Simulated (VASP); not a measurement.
A run of VASP 6.6.1:

File INCAR:

```
SYSTEM = Ag
  PREC = Accurate
  ENCUT = 520
  EDIFF = 1E-6
  ISMEAR = 0
  SIGMA = 0.012
  LREAL = .False.
  LASPH = .True.
  NELM = 60
  ALGO = Fast
  ISIF = 2
  LWAVE = .False.
  LCHARG = .True.
  GGA = PE
  LELF = .True.
  LVHAR = .True.
  NBANDS = 12
```

KPOINTS

```
regular mesh
0
Gamma
  11 11 11
  0 0 0
```

File POSCAR:

```
Ag
1.0
    0.0000000000      2.0427500000      2.0427500000
    2.0427500000      0.0000000000      2.0427500000
    2.0427500000      2.0427500000      0.0000000000
Ag
1
Direct
    0.0000000000      0.0000000000      0.0000000000
```

Potentials or basis: VASP PAW PBE potentials, release 64 (Ag).

Run with:

```console
$ cat potpaw_PBE.64/Ag/POTCAR > POTCAR
$ mpirun -np 1 vasp_std > vasp.out
```

Hardware: 1 thread of Intel(R) Xeon(R) Platinum 8488C (Sapphire Rapids) (shared host).

Q: Estimate the wall time of this run.

A: Wall time 8.8 s on 1 thread of Intel(R) Xeon(R) Platinum 8488C (Sapphire Rapids), with other jobs on the host, peak memory 0.14 GiB. Counts: scf iterations 12, k points 56.
